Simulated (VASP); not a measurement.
Set up this calculation in VASP 6.6.1, as the native input.

| Quantity | Value |
| --- | --- |
| Task | band structure |
| Functional | PBE0 |
| Potentials or basis | VASP PAW PBE potentials, release 64 (Zn, S) |
| Cutoff | 520 eV |
| k mesh | 6 × 6 × 6 |
| Occupations | gaussian, width 0.02 eV |
| Spin | no spin polarisation |
| Ladder | gaps |
| Grid for exact exchange (PRECFOCK) | Fast |
| Exchange at q = 0 | truncated |
| Further INCAR settings | ALGO = Normal; EDIFF = 1e-06; NBANDS = 16 |

ZnS:

```
Zn S
1.0
     0.00000    2.70200    2.70200
     2.70200    0.00000    2.70200
     2.70200    2.70200    0.00000
Zn S
1 1
Cartesian
  4.0530 4.0530 4.0530
  0.0000 0.0000 0.0000
```

One way to write it, as run:

POSCAR

```
ZnS
1.0
    0.0000000000      2.7020000000      2.7020000000
    2.7020000000      0.0000000000      2.7020000000
    2.7020000000      2.7020000000      0.0000000000
Zn S
1 1
Direct
    0.7500000000      0.7500000000      0.7500000000
    0.0000000000      0.0000000000      0.0000000000
```

INCAR.step1

```
  ALGO = Normal
  EDIFF = 1E-5
  ENCUT = 520
  GGA = PE
  ISIF = 2
  ISMEAR = 0
  KPAR = 4
  LASPH = T
  LCHARG = F
  LREAL = F
  LWAVE = T
  NBANDS = 16
  NELM = 80
  PREC = Accurate
  SIGMA = 0.02
```

INCAR.step2

```
  AEXX = 0.25
  ALGO = Normal
  EDIFF = 1E-6
  ENCUT = 520
  GGA = PE
  HFRCUT = -1
  ISIF = 2
  ISMEAR = 0
  ISTART = 1
  KPAR = 4
  LASPH = T
  LCHARG = F
  LHFCALC = T
  LREAL = F
  LWAVE = F
  NBANDS = 16
  NELM = 80
  PREC = Accurate
  PRECFOCK = Fast
  SIGMA = 0.02
```

KPOINTS

```
k-points
0
Gamma
  6 6 6
```

KPOINTS_OPT

```
path GXWKGLUWLK,UX
12
line-mode
reciprocal
 0.0000000000  0.0000000000  0.0000000000  G
 0.5000000000  0.0000000000  0.5000000000  X

 0.5000000000  0.0000000000  0.5000000000  X
 0.5000000000  0.2500000000  0.7500000000  W

 0.5000000000  0.2500000000  0.7500000000  W
 0.3750000000  0.3750000000  0.7500000000  K

 0.3750000000  0.3750000000  0.7500000000  K
 0.0000000000  0.0000000000  0.0000000000  G

 0.0000000000  0.0000000000  0.0000000000  G
 0.5000000000  0.5000000000  0.5000000000  L

 0.5000000000  0.5000000000  0.5000000000  L
 0.6250000000  0.2500000000  0.6250000000  U

 0.6250000000  0.2500000000  0.6250000000  U
 0.5000000000  0.2500000000  0.7500000000  W

 0.5000000000  0.2500000000  0.7500000000  W
 0.5000000000  0.5000000000  0.5000000000  L

 0.5000000000  0.5000000000  0.5000000000  L
 0.3750000000  0.3750000000  0.7500000000  K

 0.6250000000  0.2500000000  0.6250000000  U
 0.5000000000  0.0000000000  0.5000000000  X
```

Potentials or basis: VASP PAW PBE potentials, release 64 (Zn, S).

Launch:

```bash
$ cat potpaw_PBE.64/Zn/POTCAR potpaw_PBE.64/S/POTCAR > POTCAR
$ cp INCAR.step1 INCAR
$ mpirun -np 4 vasp_std > vasp.out
$ cp INCAR.step2 INCAR
$ mpirun -np 4 vasp_std > vasp.out
```

It gave:

```yaml
Pressure: 0.7 GPa
Band_gap_on_the_k_mesh: 4.00 eV, direct
Band_gap_along_the_path: 4.00 eV, direct
```

Caveat: the PAW data sets were made with another functional, which shifts forces and pressure a little.

It took 12 min on 4 MPI ranks on Intel(R) Xeon(R) Platinum 8559C (Emerald Rapids) (shared host), peak memory 0.24 GiB a rank.
